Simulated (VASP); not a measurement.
Se, 1 atom in the cell. The structure is cubic, space group Im-3m (No. 229). Conventional cell: a = 2.715 Å, b = 2.715 Å, c = 2.715 Å, α = 90.00°, β = 90.00°, γ = 90.00°. Around Se (site symmetry m-3m) lie 8 Se at 2.35 Å. This isn't the form of Se at room conditions, which is trigonal, of chains.

- Program: VASP 6.6.1
- Task: relaxation of cell and atoms
- Functional: r2SCAN
- Dispersion: rVV10
- Potentials or basis: VASP PAW PBE potentials, release 64 (Se)
- Cutoff: 520 eV
- k mesh: 21 × 21 × 21
- Occupations: gaussian, width 0.1 eV
- Spin: no spin polarisation
- Target pressure: 250 GPa
- Further INCAR settings: ALGO = Normal; EDIFF = 1e-07; IBRION = 2; EDIFFG = -0.002; NSW = 80; ISIF = 3
- Target pressure: 250 GPa

Potentials or basis: VASP PAW PBE potentials, release 64 (Se).

Launch:

```console
$ cat potpaw_PBE.64/Se/POTCAR > POTCAR
$ mpirun -np 1 vasp_std > vasp.out
```

Hardware: 1 thread of AMD EPYC 7R13 Processor (Zen 3) (shared host).

Q: How long does it take, and how much memory?

A: It took 5.1 min on 1 thread of AMD EPYC 7R13 Processor (Zen 3) (shared host), peak memory 0.19 GiB. Counts: scf iterations 19, k points 891, ion steps 1.
